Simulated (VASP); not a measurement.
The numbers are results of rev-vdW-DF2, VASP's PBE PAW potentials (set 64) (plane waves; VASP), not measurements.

The input files of a VASP run:

**POSCAR**
```
CsBr
1
    4.2900000000     0.0000000000     0.0000000000
    0.0000000000     4.2900000000     0.0000000000
    0.0000000000     0.0000000000     4.2900000000
Cs Br
1 1
Direct
  0.0000000000   0.0000000000   0.0000000000
  0.5000000000   0.5000000000   0.5000000000
```

### KPOINTS
```
K-points
0
G
  6 6 6
0 0 0
```

### INCAR
```
SYSTEM = CsBr
PREC = Accurate
ENCUT = 520
EDIFF = 1E-6
NELM = 100
ALGO = Normal
LREAL = .FALSE.
LASPH = .TRUE.
ISMEAR = 0
SIGMA = 0.05
GGA = MK
PARAM1 = 0.1234568
PARAM2 = 0.7114
ZAB_VDW = -1.8867
LUSE_VDW = .TRUE.
AGGAC = 0.0
LMAXMIX = 4
LWAVE = .FALSE.
LCHARG = .FALSE.
IBRION = 2
ISIF = 3
NSW = 60
EDIFFG = -0.01
```

POTCAR, in this order: Cs_sv Br (PBE.64 set). Program: vasp_std.

What VASP printed:

### OSZICAR
```
       N       E                     dE             d eps       ncg     rms          rms(c)
DAV:   1     0.987211068456E+02    0.98721E+02   -0.65194E+03   480   0.111E+03
DAV:   2     0.423553774812E+01   -0.94486E+02   -0.88814E+02   748   0.181E+02
DAV:   3    -0.232375966942E+01   -0.65593E+01   -0.65426E+01   600   0.549E+01
DAV:   4    -0.238314436949E+01   -0.59385E-01   -0.59371E-01   548   0.628E+00
DAV:   5    -0.238362455624E+01   -0.48019E-03   -0.48014E-03   600   0.551E-01    0.175E+00
DAV:   6    -0.214909605288E+01    0.23453E+00   -0.36181E-01   536   0.310E+00    0.100E+00
DAV:   7    -0.210889384852E+01    0.40202E-01   -0.17012E-01   616   0.217E+00    0.538E-01
DAV:   8    -0.210878258280E+01    0.11127E-03   -0.10218E-02   552   0.736E-01    0.892E-02
DAV:   9    -0.210879673816E+01   -0.14155E-04   -0.17039E-03   612   0.255E-01    0.699E-02
DAV:  10    -0.210884855600E+01   -0.51818E-04   -0.11156E-04   544   0.908E-02    0.101E-02
DAV:  11    -0.210885290878E+01   -0.43528E-05   -0.16194E-05   580   0.283E-02    0.331E-03
DAV:  12    -0.210885298624E+01   -0.77459E-07   -0.32961E-06   568   0.112E-02
   1 F= -.21088530E+01 E0= -.21088530E+01  d E =-.210885E+01
       N       E                     dE             d eps       ncg     rms          rms(c)
DAV:   1    -0.211195513078E+01   -0.31022E-02   -0.53066E-02   488   0.149E+00    0.239E-01
DAV:   2    -0.210966282552E+01    0.22923E-02   -0.34448E-03   504   0.348E-01    0.965E-02
DAV:   3    -0.210915406086E+01    0.50876E-03   -0.16052E-03   496   0.236E-01    0.349E-02
DAV:   4    -0.210914279559E+01    0.11265E-04   -0.51212E-05   536   0.468E-02    0.111E-02
DAV:   5    -0.210914271036E+01    0.85229E-07   -0.45678E-06   556   0.141E-02
   2 F= -.21091427E+01 E0= -.21091427E+01  d E =-.289724E-03
       N       E                     dE             d eps       ncg     rms          rms(c)
DAV:   1    -0.210950592133E+01   -0.36313E-03   -0.61159E-03   488   0.503E-01    0.800E-02
DAV:   2    -0.210924648764E+01    0.25943E-03   -0.38764E-04   504   0.117E-01    0.325E-02
DAV:   3    -0.210918878630E+01    0.57701E-04   -0.18312E-04   492   0.799E-02    0.118E-02
DAV:   4    -0.210918809013E+01    0.69617E-06   -0.57612E-06   540   0.157E-02
   3 F= -.21091881E+01 E0= -.21091881E+01  d E =-.335104E-03
       N       E                     dE             d eps       ncg     rms          rms(c)
DAV:   1    -0.211047903518E+01   -0.12902E-02   -0.24152E-02   488   0.100E+00    0.161E-01
DAV:   2    -0.210943504819E+01    0.10440E-02   -0.15618E-03   504   0.235E-01    0.652E-02
DAV:   3    -0.210920228343E+01    0.23276E-03   -0.73456E-04   488   0.160E-01    0.239E-02
DAV:   4    -0.210919776837E+01    0.45151E-05   -0.23286E-05   516   0.316E-02    0.761E-03
DAV:   5    -0.210919779007E+01   -0.21695E-07   -0.20470E-06   420   0.960E-03
   4 F= -.21091978E+01 E0= -.21091978E+01  d E =-.344804E-03
```

OUTCAR:
```
------------------------ aborting loop because EDIFF is reached ----------------------------------------
  FORCE on cell =-STRESS in cart. coord.  units (eV):
  Direction    XX          YY          ZZ          XY          YZ          ZX
  --------------------------------------------------------------------------------------
  Total        0.0163343      0.0163343      0.0163343     -0.0000000     -0.0000000      0.0000000
  in kB        0.3351180      0.3351180      0.3351180     -0.0000000     -0.0000000      0.0000000
  external PRESSURE =       0.3351180 kB  Pullay stress =       0.0000000 kB
  volume of cell :       78.09
      direct lattice vectors                 reciprocal lattice vectors
     4.274361505  0.000000000 -0.000000000     0.233953071  0.000000000  0.000000000
     0.000000000  4.274361505  0.000000000    -0.000000000  0.233953071 -0.000000000
     0.000000000  0.000000000  4.274361505     0.000000000  0.000000000  0.233953071
 POSITION                                       TOTAL-FORCE (eV/Angst)
 -----------------------------------------------------------------------------------
      0.00000      0.00000      0.00000         0.000000     -0.000000      0.000000
      2.13718      2.13718      2.13718         0.000000      0.000000      0.000000
 -----------------------------------------------------------------------------------
    total drift:                                0.000000      0.000000     -0.000000
  FREE ENERGIE OF THE ION-ELECTRON SYSTEM (eV)
  ---------------------------------------------------
  free  energy   TOTEN  =        -2.1091977901 eV

  energy  without entropy=       -2.1091977901  energy(sigma->0) =       -2.10919779

 reached required accuracy - stopping structural energy minimisation
```
(Selected blocks of OUTCAR.)

**CONTCAR**
```
CsBr
   1.00000000000000
     4.2743615047939079    0.0000000000000000   -0.0000000000000000
     0.0000000000000000    4.2743615047939079    0.0000000000000000
     0.0000000000000000    0.0000000000000000    4.2743615047939079
  Cs              Br
     1     1
Direct
     0.0000000000000000    0.0000000000000000    0.0000000000000000
     0.5000000000000000    0.5000000000000000    0.5000000000000000
```

The compound is CsBr in the CsCl type structure. This run relaxes it. Symmetry was kept, so distortions that lower it aren't found.
